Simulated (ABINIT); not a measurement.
Input of an ABINIT 10.8.3 (patched build) run:

File run.abi:

```
# Pseudopotentials
pp_dirpath "./"
pseudos "Cu.upf, Al.upf"

# Structure
acell 7.6465702227 7.6465702227 7.6465702227
rprim
    -0.5017650664     0.5017650664     0.7046017572
     0.5017650664    -0.5017650664     0.7046017572
     0.5017650664     0.5017650664    -0.7046017572
ntypat 2
znucl 29 13
natom 3
typat 1 2 2
xred
     0.5041870000     0.4947320000     0.0022620000
     0.2455800000     0.7451240000     0.5011330000
     0.7479760000     0.2497260000     0.5009340000
chkprim 0
chksymtnons 0
tolsym 1.0e-6

# Plane-wave basis
ecut 46.0

# k points
kptopt 1
ngkpt 9 9 9
nshiftk 1
shiftk 0.0 0.0 0.0

# Exchange and correlation
ixc -116133

# Bands and occupations
nband 17
occopt 3
tsmear 0.05 eV

# SCF cycle
nstep 100
tolvrs 1.0e-10

# Output
iomode 3
prtwf 0
prtden 0
prteig 0
prtebands 0
```

Potentials or basis: PseudoDojo NC SR PBEsol v0.4.1 standard.

Launch:

```sh
$ mpirun --bind-to none -np 4 abinit run.abi > log 2>&1
```

Question: What does it give for the pressure?

Answer: -0.3 GPa.

Question: Predict the largest force.

Answer: 0.234 eV/Å.

Question: Predict the band gap on the k mesh.

Answer: None (metal or under the smearing width).

Forces in eV/Å, atoms in the order of the input:
```
Cu   0.131 -0.178 -0.074
Al  -0.050  0.075  0.116
Al  -0.082  0.104 -0.042
```
